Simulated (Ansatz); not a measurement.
Crystal: RbBr.

```
Rb Br
1.0
     4.12608    0.00000    0.00000
     0.00000    4.12608    0.00000
     0.00000    0.00000    4.12608
Rb Br
1 1
Direct
  0.00000 0.00000 0.00000
  0.50000 0.50000 0.50000
```

The cell comes from a database or a generator and needn't be the stable form of this composition.

Below is the output of Ansatz 0.2.0 for this cell. Logs are shortened: lines on timing, memory, paths and dates and some standing lists are left out, and cuts for length are marked.

```text
Warning: output.stress: scf.convergence.dr2_threshold = 1e-7 eV (the SCF's general default) is looser than the 2e-10 eV advised for a printed stress (1e-10 eV for each atom of the cell: 2). What an SCF threshold leaves in a stress goes as its square root, and in the free energy as the threshold itself, and one threshold admits the most on a small cell: of the crystals measured, under no hybrid functional and no lock of the moments, on runs that ended without the residual-converged pass, on stresses that held no estimate of that error, the worst erred by over 100 MPa in a component at 1e-7 eV an atom and by under 5 at 1e-10. Set scf.convergence.dr2_threshold to 2e-10 eV or tighter. The threshold is an SCF's pass mark: one that does not reach it within its budget of iterations ends unconverged, or closes short of it on a stop that the run arms, and scf.convergence.dr2_threshold's page says what that costs each kind of run
Warning: output.stress: scf.exx.energy_threshold = 1e-6 eV is looser than the 2e-8 eV advised for a stress under a hybrid functional (1e-8 eV for each atom of the cell: 2). Every SCF of the exchange loop can meet its threshold on dr2 while the loop round them stops early: no threshold on dr2 bounds what that leaves in the stress. Set scf.exx.energy_threshold to 2e-8 eV or tighter. The threshold is the loop's pass mark: a loop that does not reach it within its budget of cycles ends unconverged, and scf.exx.energy_threshold's page has the law
GPUs: using 1 of 1 available (devices: 1).
Engine: ansatz 0.2.0, x86_64-unknown-linux-gnu
Pseudopotentials: kind: paw
Pseudopotential: Rb, paw, valence charge 9, recommended cutoff 420 eV (normal), Rb.paw.azcp
Pseudopotential: Br, paw, valence charge 7, recommended cutoff 420 eV (normal), Br.paw.azcp
Functional definition: unnamed
  parameter a_1 = 0.05
  parameter omega_1 = 0.2/angstrom
  exchange = pbe_x + (-a_1)*pbe_x_sr(omega_1) + a_1*exact_x_sr(omega_1)
  correlation = pbe_c
device memory: the entry about to start is reckoned to put 0.6 GiB on a device that reports 59.3 GiB free (of which the cap on the GPU budget leaves the run 18.0 GiB)
GPU FFT provider: cuFFT
GPU libraries: cuBLAS 13.8.2, cuFFT 12.4.0, cuSOLVER 12.3.4
Crystal: 2 atoms, lattice volume = 70.244 Å³
Basis set: ecut = 420 eV, 1357 PW (Γ), exchange–correlation on 60×60×60 points (8 copies of the dense FFT grid, shifted against one another)
Bands: 12, of which v1, the nominal top of the filled ones, is band 8 counted from 1 (7 counted from 0)
Symmetry: 48 space group operations
Space group: Pm-3m (ITA 221), of the structure as read, at distance tolerance 4.1e-5 Å
k-points: 10 of 64
Non-local potential: Rb, projectors of the file, l = 0: 3, l = 1: 2, l = 2: 2
Non-local potential: Br, projectors of the file, l = 0: 2, l = 1: 2, l = 2: 2
PAW form: soft (Blöchl's): semilocal exchange-correlation on the pseudo side does not see the compensation charge
PAW frozen core: Rb, regenerated for the run's functional, and the local potential with it (the file was generated under x = pbe(κ = 0.804, μ = 0.2195149727645171), c = pbe(β = 0.06672455060314922))
PAW frozen core: Br, regenerated for the run's functional, and the local potential with it (the file was generated under x = pbe(κ = 0.804, μ = 0.2195149727645171), c = pbe(β = 0.06672455060314922))
[... 42 lines left out ...]
hybrid outer 2: dexx = +4.943e-11 eV, tail = 1.09e-9 eV, Δε = 3.84e-5 eV (about 8.69e-6 eV left of the loop's levels)
hybrid SCF converged: 2 outer / 7 inner (+2 warm-up), last move |dexx| = 4.94e-11 eV, tail = 1.09e-9 eV
Stability not checked: this state was not tested for a lower state beside it, because the functional holds exact exchange (a hybrid, or Hartree-Fock), whose exchange loop this test does not read (fock_operator; see scf.lower_state_search)
Free energy (F): -6054.846546 eV
Frozen-core exchange: fock
Harris-Foulkes:  -6054.846546 eV  (|F-HF|=2.36e-9)
Internal energy: -6054.846546 eV  (E = F + TS)
E sigma→0 (E₀):  -6054.846546 eV
Fermi energy:    4.778135 eV
--- Per-component energies (eV) ---
  E_band       = -95.476216
  E_kinetic    = 327.116899
  E_local      = -716.036180  (includes V_loc(G=0)·N_el)
  E_nonlocal   = 243.112709
  E_hartree    = 172.757007
  E_xc         = -379.804845
  E_vxc        = -232.348716  (∫ρ·V_xc dr)
  E_exx        = -6.696777  (= α·E_x^exact, valence–valence)
  E_paw        = -4875.207862  (= ΣΔE_a)
  E_vpaw       = -49.441475  (= ΣTr[D̂ρ^β])
  E_aug_tail   = -0.000001  (compensation charges beyond the density's cutoff)
  E_ewald      = -819.941851
  E_core_change = -0.145644  (= ΣΔE_core)
  E_smearing   = -0.000000  (= −TS)
  E_closure    = -0.000000  (closes the sum)
  Σ components = -6054.846546   (vs F -6054.846546, Δ=0.00e0)
--- Forces (eV/Å), atoms counted from 1 ---
  atom   1  Rb     0.00000000     0.00000000    -0.00000000
  atom   2  Br     0.00000000     0.00000000    -0.00000000
  max |Σ_I F_I| component: 6.97e-30 eV/Å
--- Stress (GPa, compression-positive) ---
        0.751710      -0.000000       0.000000
        0.000000       0.751710       0.000000
        0.000000       0.000000       0.751710
  P = ⅓ Tr σ = 0.7517 GPa (7.517 kbar)
--- Band table (eV; the first three rows and the last of 10) ---
  k-point 0: bands = ["-22.8845", "-10.2497", "-6.6289", "-6.6289", "-6.6289", "2.4235", "2.4235", "2.4235", "6.8955", "8.3957", "8.3957", "12.8034"]
  k-point 1: bands = ["-22.8741", "-10.2460", "-6.6986", "-6.6048", "-6.6048", "1.5137", "2.3883", "2.3883", "8.1864", "8.8614", "9.6115", "12.5957"]
  k-point 2: bands = ["-22.8636", "-10.2453", "-6.7566", "-6.5805", "-6.5805", "0.8401", "2.3506", "2.3506", "9.7225", "9.9268", "10.4861", "11.5104"]
  k-point 9: bands = ["-22.8263", "-9.9460", "-6.8538", "-6.8538", "-6.8538", "1.2256", "1.2256", "1.2256", "11.0578", "11.0578", "11.0578", "12.2300"]
```

Q: What input gives this log?

A: Single point with HSE06 form with a typed share of exact exchange, no spin polarisation. The files as run (others can give the same):

input
```
crystal:
  lattice:
    - [4.1260773, 0.0, 0.0]
    - [0.0, 4.1260773, 0.0]
    - [0.0, 0.0, 4.1260773]
  atoms:
    - { symbol: Rb, position: [0.0, 0.0, 0.0] }
    - { symbol: Br, position: [0.5, 0.5, 0.5] }
hamiltonian:
  xc: { exchange: pbe, correlation: pbe, exx: { coeff: 0.05, omega: 0.2 } }
  pseudopotentials: { kind: paw }
kpoints:
  mp_grid: { grid: [4, 4, 4] }
scf:
  occupations: { method: fermi_dirac, width: 0.05 }
output:
  forces: true
  stress: true
  eigenvalues: true
```

Caveat: the PAW data sets come from PBE, with cores solved anew for the run's functional, which leaves a small shift of forces and pressure; the thresholds are loose for stress.
